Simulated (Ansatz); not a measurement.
# BeO under a change: uniaxial strain ε_yy = −3.33 %

Start from BeO in the wurtzite structure (space group P6_3mc, No. 186; a = 2.712 Å, c = 4.405 Å). Axes: x lies along a and z along c of the hexagonal cell.

It is then changed as follows: the cell is compressed by 3.33 % along y with no lateral relaxation; the atoms relax in the strained cell.

Method: PBE (Ansatz, a quantum-chemistry and plane-wave program), no SOC. k-mesh 14×14×8 (Γ-centred); smearing 0.05 eV (Fermi–Dirac).

```csv
quantity,base,changed,shift
volume per atom,7.01 Å³,6.78 Å³,-0.23 Å³
space group,P6_3mc (No. 186),Cmc2_1 (No. 36),–
shortest interatomic distance,1.656 Å,1.624 Å,-0.032 Å
energy relative to the base (free energy F),0 meV/atom,+11 meV/atom,+11 meV/atom
"pressure (mean of the normal stresses, compression positive)",0.00 GPa,7.57 GPa,+7.57 GPa
band gap,7.45 eV,7.66 eV,+0.21 eV
gap character,direct at Γ,direct at Γ,–
electron mass,"0.53 mₑ along c, 0.60 mₑ across (at Γ)","0.62 mₑ along x, 0.69 mₑ along y, 0.52 mₑ along z (at Γ)",–
"valence-band top at Γ (three highest levels, from the VBM)","0.00, -0.04, -0.04 eV","0.00, -0.19, -0.20 eV",–
"stress (xx, yy, zz, yz, xz, xy; compression positive)",–,"(4.60, 15.26, 2.84, 0.00, 0.00, 0.00) GPa",–
```

Masses are band curvatures over ±0.01 Å⁻¹ around the edge. No phonon test of stability was made. k-point labels follow each cell's own Brillouin zone.
